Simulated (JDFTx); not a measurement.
Ag under changes of volume

One of the cells (17.048 Å³/atom); the others are scaled copies at fixed shape and fractional positions:

```xyz
1
Lattice="0.0000 2.0427 2.0427 2.0427 0.0000 2.0427 2.0427 2.0427 0.0000" Properties=species:S:1:pos:R:3 pbc="T T T"
Ag    0.0000    0.0000    0.0000
```

```yaml
Program: JDFTx 1.7.0 (patched build)
Functional: PBEsol
Potentials_or_basis: PseudoDojo-SR-PBEsol-0.4.1-standard with smoothed tails
Cutoff: 1116 eV
Density_cutoff: 4463 eV
k_mesh: 11 × 11 × 11
Occupations: fermi-dirac, width 0.05 eV
Spin: no spin polarisation
```

```csv
volume (Å³/atom),energy over the lowest point (meV/atom),pressure (GPa)
16.025,8.03,4.6
16.366,1.06,1.7
16.707,0.00,-0.9
17.048,4.07,-3.1
17.389,12.53,-5.0
17.730,24.80,-6.7
18.071,?,?
```

Problem. What does the run at 18.071 Å³/atom give?

Solution. Energy over the lowest point 40.24 meV/atom; pressure -8.1 GPa.

Worked out: A Birch-Murnaghan fit of order 3 (a polynomial in V^(-2/3)) to the other rows has its minimum at 16.60 Å³/atom with B0 = V·E''(V) = 122 GPa and B' = 6.1. It gives 40.32 meV/atom at 18.071 Å³/atom, against the run's 40.24, and -dE/dV = -8.0 GPa, against -8.1.

Energies are extrapolated to zero smearing.
